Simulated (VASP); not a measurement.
# InP (F-43m) in VASP: a series of runs

Runs on InP. Level: PBE+D3(BJ). Tasks: relaxation of cell and atoms, relaxation of the atoms.

Everything below comes from runs of VASP 6.6.1. Logs are shortened: lines on timing, memory, paths and dates and some standing lists are left out, and cuts for length are marked.

### 1 Starting point

It takes space group F-43m (No. 216, cubic). Conventional cell: a = 5.861 Å, b = 5.861 Å, c = 5.861 Å, α = 90.00°, β = 90.00°, γ = 90.00°. In (site symmetry -43m) is surrounded by 4 P at 2.54 Å. P (site symmetry -43m) has 4 In at 2.54 Å as nearest neighbours.

### 2 Relaxation of cell and atoms, PBE+D3(BJ)

INCAR reads:

```
SYSTEM = InP
  PREC = Accurate
  ENCUT = 600
  EDIFF = 1E-6
  ISMEAR = 0
  SIGMA = 0.03
  LREAL = .False.
  LASPH = .True.
  NELM = 80
  ALGO = Normal
  ISIF = 3
  LWAVE = .False.
  LCHARG = .False.
  GGA = PE
  IVDW = 12
  IBRION = 2
  NSW = 90
  EDIFFG = -0.01
```

KPOINTS reads:

```
regular mesh
0
Gamma
  8 8 8
  0 0 0
```

POSCAR reads:

```
InP
1.0
    0.0000000000      2.9305000000      2.9305000000
    2.9305000000      0.0000000000      2.9305000000
    2.9305000000      2.9305000000      0.0000000000
In P
1 1
Direct
    0.0000000000      0.0000000000      0.0000000000
    0.2500000000      0.2500000000      0.2500000000
```

Potentials or basis: VASP PAW PBE potentials, release 64 (In_d, P).

Command:

```sh
cat potpaw_PBE.64/In_d/POTCAR potpaw_PBE.64/P/POTCAR > POTCAR
mpirun -np 1 vasp_std > vasp.out
```

OUTCAR:

```text
SYSTEM = InP
   PREC = Accurate
   ENCUT = 600
   EDIFF = 1E-6
   ISMEAR = 0
   LREAL = .False.
   LASPH = .True.
   NELM = 80
   ISIF = 3
   GGA = PE
   IVDW = 12
   IBRION = 2
   NSW = 90
   EDIFFG = -0.01
 IVDW          = 12

 ion  position               nearest neighbor table
   1  0.000  0.000  0.000-   2 2.54   2 2.54   2 2.54   2 2.54
   2  0.250  0.250  0.250-   1 2.54   1 2.54   1 2.54   1 2.54

  LATTYP: Found a face centered cubic cell.
 ALAT       =     5.8610000000

  Lattice vectors:

 A1 = (   0.0000000000,   2.9305000000,   2.9305000000)
 A2 = (   2.9305000000,   0.0000000000,   2.9305000000)
 A3 = (   2.9305000000,   2.9305000000,   0.0000000000)

Analysis of symmetry for initial positions (statically):
=====================================================================
 Subroutine PRICEL returns:
 Original cell was already a primitive cell.

 Routine SETGRP: Setting up the symmetry group for a
 face centered cubic supercell.

 Subroutine GETGRP returns: Found 24 space group operations
 (whereof 24 operations were pure point group operations)
 out of a pool of 48 trial point group operations.

The static configuration has the point symmetry T_d .

Analysis of symmetry for dynamics (positions and initial velocities):
=====================================================================
 Subroutine PRICEL returns:
 Original cell was already a primitive cell.

 Routine SETGRP: Setting up the symmetry group for a
 face centered cubic supercell.

 Subroutine GETGRP returns: Found 24 space group operations
 (whereof 24 operations were pure point group operations)
 out of a pool of 48 trial point group operations.

The dynamic configuration has the point symmetry T_d .

 Subroutine INISYM returns: Found 24 space group operations
 (whereof 24 operations are pure point group operations),
 and found     1 'primitive' translations

----------------------------------------------------------------------------------------

                                     Primitive cell

  volume of cell :      50.3333

  direct lattice vectors                    reciprocal lattice vectors
     0.000000000  2.930500000  2.930500000    -0.170619348  0.170619348  0.170619348
     2.930500000  0.000000000  2.930500000     0.170619348 -0.170619348  0.170619348
     2.930500000  2.930500000  0.000000000     0.170619348  0.170619348 -0.170619348

  length of vectors
     4.144352845  4.144352845  4.144352845     0.295521380  0.295521380  0.295521380

  position of ions in fractional coordinates (direct lattice)
     0.000000000  0.000000000  0.000000000
     0.250000000  0.250000000  0.250000000

  ion indices of the primitive-cell ions
   primitive index   ion index
                 1           1
                 2           2

----------------------------------------------------------------------------------------

 KPOINTS: regular mesh

Automatic generation of k-mesh.
 Grid dimensions read from file:
 generate k-points for:    8    8    8

 Generating k-lattice:

  Cartesian coordinates                     Fractional coordinates (reciprocal lattice)
    -0.021327419  0.021327419  0.021327419     0.125000000  0.000000000  0.000000000
     0.021327419 -0.021327419  0.021327419     0.000000000  0.125000000  0.000000000
     0.021327419  0.021327419 -0.021327419     0.000000000  0.000000000  0.125000000

  Length of vectors
     0.036940172  0.036940172  0.036940172

  Shift w.r.t. Gamma in fractional coordinates (k-lattice)
     0.000000000  0.000000000  0.000000000

 Subroutine IBZKPT returns following result:
 ===========================================

 Found     29 irreducible k-points:

 Following reciprocal coordinates:
            Coordinates               Weight
  0.000000  0.000000  0.000000      1.000000
  0.125000  0.000000  0.000000      8.000000
  0.250000  0.000000  0.000000      8.000000
  0.375000  0.000000  0.000000      8.000000
  0.500000  0.000000  0.000000      4.000000
  0.125000  0.125000  0.000000      6.000000
[... 16 lines left out ...]
[... 38 lines left out ...]
   GGA     = PE    functional components
   LHFCALC =     F    Hartree Fock is set to
   AEXX    =    0.0000 exact exchange contribution
   IVDW    =    12    specifies the selected vdW correction
   LEPSILON=     F    determine dielectric tensor
   LRPA    =     F    only Hartree local field effects (RPA)
 conjugate gradient relaxation of ions
 non-spin polarized calculation
 Gauss-broadening in eV      SIGMA  =   0.03
  energy-cutoff  :      600.00
  volume of cell :       50.33
 maximum number of plane-waves:      1700
 NGX is ok and might be reduce to    36
   NGX = 17   NGY = 17   NGZ = 17

--------------------------------------- Ionic step        1  -------------------------------------------

 number of electron      17.9999998 magnetization

 Free energy of the ion-electron system (eV)
  ---------------------------------------------------
  ext. energy  EPLUGINS =         0.00000000
  ---------------------------------------------------
  free energy    TOTEN  =        -8.38087440 eV

  energy without entropy =       -8.38087440  energy(sigma->0) =       -8.38087440

------------------------ aborting loop because EDIFF is reached ----------------------------------------

 Edisp (eV)   -0.62732

 E8    (eV) :    -0.2789

  FORCE on cell =-STRESS in cart. coord.  units (eV):
  Direction    XX          YY          ZZ          XY          YZ          ZX
  --------------------------------------------------------------------------------------
  -------------------------------------------------------------------------------------
  Total       0.34082     0.34082     0.34082    -0.00000     0.00000     0.00000
  in kB      10.84864    10.84864    10.84864    -0.00000     0.00000     0.00000
  external pressure =       10.85 kB  Pullay stress =        0.00 kB
[... 61 lines left out ...]
  energy  without entropy=       -9.0102290455  energy(sigma->0) =       -9.01022905

--------------------------------------- Ionic step        3  -------------------------------------------

 number of electron      17.9999998 magnetization

 Free energy of the ion-electron system (eV)
  ---------------------------------------------------
  ext. energy  EPLUGINS =         0.00000000
  ---------------------------------------------------
  free energy    TOTEN  =        -8.39481081 eV

  energy without entropy =       -8.39481081  energy(sigma->0) =       -8.39481081

 E-fermi :   5.1355     XC(G=0):  -9.2108

 val. band max:        5.0134030231   @ k =   0.0000   0.0000   0.0000
 cond. band min:       5.6369046596   @ k =   0.0000   0.0000   0.0000
 fundamental gap:      0.6235016365
 Fermi energy:         5.1354582448

 k-point     1 :       0.0000    0.0000    0.0000
  band No.  band energies     occupation
      1      -9.1415      2.00000
      2      -9.1415      2.00000
      3      -9.1415      2.00000
      4      -8.9975      2.00000
      5      -8.9975      2.00000
      6      -6.3939      2.00000
      7       5.0134      2.00000
      8       5.0134      2.00000
      9       5.0134      2.00000
     10       5.6369      0.00000
     11       9.1054      0.00000
     12       9.1054      0.00000
     13       9.1054      0.00000
[... 353 lines left out ...]
 k-point    24 :      -0.3750    0.2500    0.1250
  band No.  band energies     occupation
      1      -9.2666      2.00000
      2      -9.0955      2.00000
      3      -9.0767      2.00000
      4      -9.0024      2.00000
      5      -8.9851      2.00000
      6      -4.4143      2.00000
      7      -0.4546      2.00000
      8       2.3776      2.00000
      9       3.4222      2.00000
     10       8.1377      0.00000
     11       9.2057      0.00000
     12      10.8593      0.00000
     13      12.1956      0.00000

 [... further k-points ...]

------------------------ aborting loop because EDIFF is reached ----------------------------------------

 Edisp (eV)   -0.61615

 E8    (eV) :    -0.2739

  FORCE on cell =-STRESS in cart. coord.  units (eV):
  Direction    XX          YY          ZZ          XY          YZ          ZX
  --------------------------------------------------------------------------------------
  -------------------------------------------------------------------------------------
  Total       0.00283     0.00283     0.00283    -0.00000     0.00000     0.00000
  in kB       0.08865     0.08865     0.08865    -0.00000     0.00000     0.00000
  external pressure =        0.09 kB  Pullay stress =        0.00 kB
[... 17 lines left out ...]
  FREE ENERGIE OF THE ION-ELECTRON SYSTEM (eV)
  ---------------------------------------------------
  free  energy   TOTEN  =        -9.0109597958 eV

  energy  without entropy=       -9.0109597958  energy(sigma->0) =       -9.01095980

 reached required accuracy - stopping structural energy minimisation
```

It took 47 s on 1 thread of Intel Xeon Platinum 8259CL at 2.50GHz (Skylake/Cascade Lake), shared host; peak memory 0.23 GiB.

Results:

```yaml
Free_energy: -9.0110 eV
Relaxed_volume: 25.58 Å³/atom
Relaxed_cell: a = 4.167 Å, b = 4.167 Å, c = 4.167 Å, α = 60.00°, β = 60.00°, γ = 60.00°
Space_group_after_relaxing_to_0.05_Å: F-43m (No. 216)
Energy_gained_by_relaxing: 1.4 meV/atom
Ionic_steps: 3
Pressure_after_relaxing: 0.0 GPa
Band_gap_on_the_k_mesh: 0.62 eV, direct
Dispersion_energy_per_atom: -0.308 eV
```

The path:
| step | energy change (eV) | largest force (eV/Å) | pressure (GPa) | volume (Å³) |
| --- | --- | --- | --- | --- |
| 1 | 0.0000 | 0.0000 | 1.08 | 50.33 |
| 2 | -0.0020 | 0.0000 | -0.54 | 51.58 |
| 3 | -0.0028 | 0.0000 | 0.01 | 51.16 |

Final structure:
```
In P
1.0
     0.00000    2.94638    2.94638
     2.94638    0.00000    2.94638
     2.94638    2.94638    0.00000
In P
1 1
Direct
  0.00000 0.00000 0.00000
  0.25000 0.25000 0.25000
```

Levels at points of the mesh, in eV from the valence-band top:
```csv
k point,band 5,band 6,band 7,band 8,band 9,band 10,band 11,band 12,band 13
"(0.00, 0.00, 0.00)",-14.01,-11.41,0.00,0.00,0.00,0.62,4.09,4.09,4.09
"(0.50, 0.00, 0.00)",-14.00,-9.74,-5.64,-0.95,-0.95,1.46,4.81,4.81,7.07
"(0.50, 0.50, 0.00)",-13.98,-9.10,-5.68,-2.27,-2.27,1.79,2.27,9.11,9.49
```

Caveat: spin-orbit coupling is left out, which moves the levels of the heavy elements. Zero-point motion and thermal expansion aren't in these numbers.

### 3 Relaxation of cell and atoms, PBE+D3(BJ)

This run uses another cell than the first one, of 25.58 Å³/atom, 1.016 times its volume.

INCAR, as its differences from that of step 2:

```diff
@@ -3,3 +3,3 @@
   ENCUT = 600
-  EDIFF = 1E-6
+  EDIFF = 1E-7
   ISMEAR = 0
@@ -17,2 +17,2 @@
   NSW = 90
-  EDIFFG = -0.01
+  EDIFFG = -0.005
```

KPOINTS is that of step 2.

POSCAR reads:

```
InP                                     
1.0
   -0.0000000000      2.9463792092      2.9463792092
    2.9463792092      0.0000000000      2.9463792092
    2.9463792092      2.9463792092      0.0000000000
  In              P             
     1     1
Direct
     0.0000000000000000    0.0000000000000000    0.0000000000000000
     0.2500000000000000    0.2500000000000000    0.2500000000000000
```

Potentials or basis: VASP PAW PBE potentials, release 64 (In_d, P).

Command:

```sh
cat potpaw_PBE.64/In_d/POTCAR potpaw_PBE.64/P/POTCAR > POTCAR
mpirun -np 1 vasp_std > vasp.out
```

Wall time 24 s (1 thread of Intel Xeon Platinum 8259CL at 2.50GHz (Skylake/Cascade Lake), shared host); peak memory 0.22 GiB.

The run converged. Its results:

```
Free energy                : -9.0110 eV
Pressure after relaxing    : 0.0 GPa
Band gap on the k mesh     : 0.62 eV, direct
Dispersion energy per atom : -0.308 eV
```

Final structure:
```
In P
1.0
     0.00000    2.94638    2.94638
     2.94638    0.00000    2.94638
     2.94638    2.94638    0.00000
In P
1 1
Direct
  0.00000 0.00000 0.00000
  0.25000 0.25000 0.25000
```

Levels at points of the mesh, in eV from the valence-band top:
```
           k point  band 7  band 8  band 9  band 10  band 11  band 12
(0.00, 0.00, 0.00)    0.00    0.00    0.00     0.62     4.09     4.09
(0.50, 0.00, 0.00)   -5.64   -0.95   -0.95     1.46     4.81     4.81
(0.50, 0.50, 0.00)   -5.68   -2.27   -2.27     1.79     2.27     9.11
```

Caveat: the relaxation stopped at its first step, so nothing moved; spin-orbit coupling is left out, which moves the levels of the heavy elements. Expect the measured gap to be larger: semilocal functionals such as PBE lack the derivative discontinuity.

### 4 Relaxation of the atoms, PBE+D3(BJ) (a relaxed cell with its volume scaled by 0.94)

INCAR, as its differences from that of step 3:

```diff
@@ -9,4 +9,4 @@
   NELM = 80
-  ALGO = Normal
-  ISIF = 3
+  ALGO = Fast
+  ISIF = 2
   LWAVE = .False.
@@ -16,3 +16,3 @@
   IBRION = 2
-  NSW = 90
-  EDIFFG = -0.005
+  NSW = 40
+  EDIFFG = -0.01
```

KPOINTS is that of step 3.

POSCAR reads:

```
InP                                     
1.0
    0.0000000000      2.8862321443      2.8862321443
    2.8862321443      0.0000000000      2.8862321443
    2.8862321443      2.8862321443      0.0000000000
  In              P             
     1     1
Direct
     0.0000000000000000    0.0000000000000000    0.0000000000000000
     0.2500000000000000    0.2500000000000000    0.2500000000000000
```

Command:

```sh
cat potpaw_PBE.64/In_d/POTCAR potpaw_PBE.64/P/POTCAR > POTCAR
mpirun -np 1 vasp_std > vasp.out
```

It took 28 s on 1 thread of Intel Xeon Platinum 8259CL at 2.50GHz (Skylake/Cascade Lake), shared host; peak memory 0.22 GiB.

It converged, with:

```yaml
Free_energy: -8.9688 eV
Pressure_after_relaxing: 4.6 GPa
Band_gap_on_the_k_mesh: 0.96 eV, direct
Dispersion_energy_per_atom: -0.330 eV
```

Final structure:
```yaml
crystal:
  lattice:
    - [0.00000, 2.88623, 2.88623]
    - [2.88623, 0.00000, 2.88623]
    - [2.88623, 2.88623, 0.00000]
  atoms:
    - { symbol: In, position: [0.00000, 0.00000, 0.00000] }
    - { symbol: P, position: [0.25000, 0.25000, 0.25000] }
```

Levels at points of the mesh, in eV from the valence-band top:
```
           k point  band 5  band 6  band 7  band 8  band 9  band 10  band 11  band 12  band 13
(0.00, 0.00, 0.00)  -14.11  -11.84    0.00    0.00    0.00     0.96     4.09     4.09     4.09
(0.50, 0.00, 0.00)  -14.09   -9.96   -5.98   -1.04   -1.04     1.61     4.81     4.81     7.19
(0.50, 0.50, 0.00)  -14.07   -9.25   -5.95   -2.48   -2.48     1.68     2.26     9.52     9.91
```

Caveat: the relaxation stopped at its first step, so nothing moved; spin-orbit coupling is left out, which moves the levels of the heavy elements.

### 5 Relaxation of the atoms, PBE+D3(BJ) (a relaxed cell with its volume scaled by 0.96)

INCAR is that of step 4.

KPOINTS is that of step 4.

POSCAR reads:

```
InP                                     
1.0
    0.0000000000      2.9065583925      2.9065583925
    2.9065583925      0.0000000000      2.9065583925
    2.9065583925      2.9065583925      0.0000000000
  In              P             
     1     1
Direct
     0.0000000000000000    0.0000000000000000    0.0000000000000000
     0.2500000000000000    0.2500000000000000    0.2500000000000000
```

Command:

```sh
cat potpaw_PBE.64/In_d/POTCAR potpaw_PBE.64/P/POTCAR > POTCAR
mpirun -np 1 vasp_std > vasp.out
```

Wall time 28 s (1 thread of Intel Xeon Platinum 8259CL at 2.50GHz (Skylake/Cascade Lake), shared host); peak memory 0.22 GiB.

The run converged. Its results:

```yaml
Free_energy: -8.9929 eV
Pressure_after_relaxing: 2.9 GPa
Band_gap_on_the_k_mesh: 0.85 eV, direct
Dispersion_energy_per_atom: -0.322 eV
```

Final structure:
```
In P
1.0
     0.00000    2.90656    2.90656
     2.90656    0.00000    2.90656
     2.90656    2.90656    0.00000
In P
1 1
Direct
  0.00000 0.00000 0.00000
  0.25000 0.25000 0.25000
```

Levels at points of the mesh, in eV from the valence-band top:
| k point | band 6 | band 7 | band 8 | band 9 | band 10 | band 11 | band 12 | band 13 |
| --- | --- | --- | --- | --- | --- | --- | --- | --- |
| (0.00, 0.00, 0.00) | -11.69 | 0.00 | 0.00 | 0.00 | 0.85 | 4.09 | 4.09 | 4.09 |
| (0.50, 0.00, 0.00) | -9.88 | -5.86 | -1.01 | -1.01 | 1.56 | 4.81 | 4.81 | 7.15 |
| (0.50, 0.50, 0.00) | -9.20 | -5.86 | -2.40 | -2.40 | 1.72 | 2.26 | 9.37 | 9.76 |

Caveat: the relaxation stopped at its first step, so nothing moved; spin-orbit coupling is left out, which moves the levels of the heavy elements.

### 6 Relaxation of the atoms, PBE+D3(BJ) (a relaxed cell with its volume scaled by 0.98)

INCAR is that of step 5.

KPOINTS is that of step 5.

POSCAR reads:

```
InP                                     
1.0
    0.0000000000      2.9266042563      2.9266042563
    2.9266042563      0.0000000000      2.9266042563
    2.9266042563      2.9266042563      0.0000000000
  In              P             
     1     1
Direct
     0.0000000000000000    0.0000000000000000    0.0000000000000000
     0.2500000000000000    0.2500000000000000    0.2500000000000000
```

Potentials or basis: VASP PAW PBE potentials, release 64 (In_d, P).

Command:

```sh
cat potpaw_PBE.64/In_d/POTCAR potpaw_PBE.64/P/POTCAR > POTCAR
mpirun -np 1 vasp_std > vasp.out
```

Run time: 28 s. Hardware: 1 thread of Intel Xeon Platinum 8259CL at 2.50GHz (Skylake/Cascade Lake), shared host; peak memory 0.22 GiB.

The run converged. Its results:

```yaml
Free_energy: -9.0066 eV
Pressure_after_relaxing: 1.4 GPa
Band_gap_on_the_k_mesh: 0.73 eV, direct
Dispersion_energy_per_atom: -0.315 eV
```

Final structure:
```cif
data_structure
_symmetry_space_group_name_H-M 'P 1'
_symmetry_Int_Tables_number 1
_cell_length_a 4.1388
_cell_length_b 4.1388
_cell_length_c 4.1388
_cell_angle_alpha 60.000
_cell_angle_beta 60.000
_cell_angle_gamma 60.000
_cell_volume 50.13
loop_
_atom_site_label
_atom_site_type_symbol
_atom_site_fract_x
_atom_site_fract_y
_atom_site_fract_z
_atom_site_occupancy
In1 In 0.00000 0.00000 0.00000 1
P1 P 0.25000 0.25000 0.25000 1
```

Levels at points of the mesh, in eV from the valence-band top:
```csv
k point,band 5,band 6,band 7,band 8,band 9,band 10,band 11,band 12,band 13
"(0.00, 0.00, 0.00)",-14.04,-11.54,0.00,0.00,0.00,0.73,4.09,4.09,4.09
"(0.50, 0.00, 0.00)",-14.03,-9.81,-5.75,-0.98,-0.98,1.51,4.81,4.81,7.11
"(0.50, 0.50, 0.00)",-14.00,-9.15,-5.77,-2.33,-2.33,1.76,2.27,9.24,9.62
```

Caveat: the relaxation stopped at its first step, so nothing moved; spin-orbit coupling is left out, which moves the levels of the heavy elements.

### 7 Summary

```tsv
task	cell	gap on the mesh (eV)	pressure (GPa)
relaxation of cell and atoms	relaxed	0.62	0.0
relaxation of the atoms	atoms relaxed from: a relaxed cell with its volume scaled by 0.94	0.96	4.6
relaxation of the atoms	atoms relaxed from: a relaxed cell with its volume scaled by 0.96	0.85	2.9
relaxation of the atoms	atoms relaxed from: a relaxed cell with its volume scaled by 0.98	0.73	1.4
```

Alike in all rows: level PBE+D3(BJ); potentials or basis VASP PAW PBE potentials, release 64 (In_d, P); no spin polarisation; k mesh 8 × 8 × 8; cutoff (eV) 600; smearing gaussian 0.03 eV.

Caveats: the relaxation stopped at its first step, so nothing moved; spin-orbit coupling is left out, which moves the levels of the heavy elements.

Total energies depend on the potentials used, so only differences within one code and one set of settings carry meaning.
